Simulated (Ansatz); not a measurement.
Crystal: TePt.

```xyz
2
Lattice="3.5592 0.0000 0.0000 0.0000 3.5592 0.0000 0.0000 0.0000 3.5592" Properties=species:S:1:pos:R:3 pbc="T T T"
Pt    0.0000    0.0000    0.0000
Te    1.7796    1.7796    1.7796
```

Measurements of this composition are mostly on another form, of space group No. 166.

| Item | Value |
| --- | --- |
| Program | Ansatz 0.2.0 |
| Task | relaxation of cell and atoms |
| Functional | B3LYP |
| Potentials or basis | Ansatz PAW |
| Cutoff | 420 eV (not typed: the program's choice for these potentials) |
| k mesh | 4 × 4 × 4 |
| Occupations | fermi-dirac, width 0.05 eV |
| Spin | no spin polarisation |

At the start: volume 22.54 Å³/atom.

**Question.** Where does the relaxation end?

**Answer.** It ends after 4 steps and the volume is 21.18 Å³/atom (-6.1 %); space group Pm-3m (No. 221, to 0.05 Å).

The path:
| step | energy change (eV) | largest force (eV/Å) | volume (Å³) |
| --- | --- | --- | --- |
| 1 | 0.0000 | 0.0000 | 45.09 |
| 2 | -0.0555 | 0.0000 | 42.78 |
| 3 | -0.0573 | 0.0000 | 42.35 |
| 4 | -0.0564 | 0.0000 | 42.35 |

Final structure:
```xyz
2
Lattice="3.4857 0.0000 0.0000 0.0000 3.4857 0.0000 0.0000 0.0000 3.4857" Properties=species:S:1:pos:R:3 pbc="T T T"
Pt    0.0000    0.0000    0.0000
Te    1.7428    1.7428    1.7428
```

Caveat: the k mesh is coarse (spacing up to 0.44 Å⁻¹), so the values aren't converged, least of all with exact exchange; the plane-wave basis is chosen anew once the cell has moved, so the energies of steps on either side of that aren't comparable; the PAW data sets come from PBE, with cores solved anew for the run's functional, which leaves a small shift of forces and pressure.
